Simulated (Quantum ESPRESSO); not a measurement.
Runs of Quantum ESPRESSO 7.5 on Ni. The structure is cubic, space group Fm-3m (No. 225). Conventional cell: a = 3.475 Å, b = 3.475 Å, c = 3.475 Å, α = 90.00°, β = 90.00°, γ = 90.00°. Around Ni (site symmetry m-3m) lie 12 Ni at 2.46 Å. 

```tsv
task	level	potentials or basis	cell	form of the LDA correlation	gap on the mesh (eV)	pressure (GPa)	moment (μB)	V0 of scaled cells (Å³/atom)	B0 (GPa)
single point	PBEsol	GBRV 1.5 PBEsol	as given	-	none	-2.6	0.64	-	-
single point	PBEsol	GBRV 1.5 PBEsol	cell strained at random at fixed volume	-	none	-2.5	0.63	-	-
equation of state	LDA	GBRV 1.5 LDA	as given	PZ81	-	-	-	10.05	(a)
band structure	PBEsol	GBRV 1.5 PBEsol	as given	-	none	-2.6	0.64	-	-
equation of state	PBEsol	GBRV 1.5 PBEsol	as given	-	-	-	-	10.39	232
```

Alike in all rows: spin collinear, ferromagnetic start; k mesh 13 × 13 × 13; cutoff (eV) 612; smearing fermi-dirac 0.05 eV.

Task: Estimate the missing entries.

Result: (a) 257.

A gap of «none» marks a metal or a gap under the smearing width.
